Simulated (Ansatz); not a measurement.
CsI:
```xyz
2
Lattice="4.6108 0.0000 0.0000 0.0000 4.6108 0.0000 0.0000 0.0000 4.6108" Properties=species:S:1:pos:R:3 pbc="T T T"
Cs     0.0000     0.0000     0.0000
I      2.3054     2.3054     2.3054
```

Relaxed with r²SCAN. Special points in fractions of this cell's reciprocal vectors: Γ (0.000, 0.000, 0.000); X (0.000, 0.500, 0.000); M (0.500, 0.500, 0.000); R (0.500, 0.500, 0.500).

Q: List the band energies nearest the valence-band maximum at these points for r²SCAN with spin–orbit coupling in the plane-wave PAW code Ansatz.

A: In eV from the valence-band maximum; about four levels below and three above (degenerate sets whole), none deeper than 8.9 eV; points with the same levels are listed once.

```csv
k,below,above
Γ,0.00 0.00 0.00 0.00,4.28 4.28 4.43 4.43 4.43 4.43
X,-0.66 -0.66 -0.15 -0.15,5.44 5.44 6.79 6.79
M,-0.87 -0.87 -0.11 -0.11,4.54 4.54 5.28 5.28
R,-1.24 -1.24 -1.24 -1.24,7.15 7.15 7.56 7.56 7.56 7.56
```

Space group Pm-3m (CsCl type). Symmetry was held in the r²SCAN relaxation.

Potentials: the later of the program's two PAW sets.
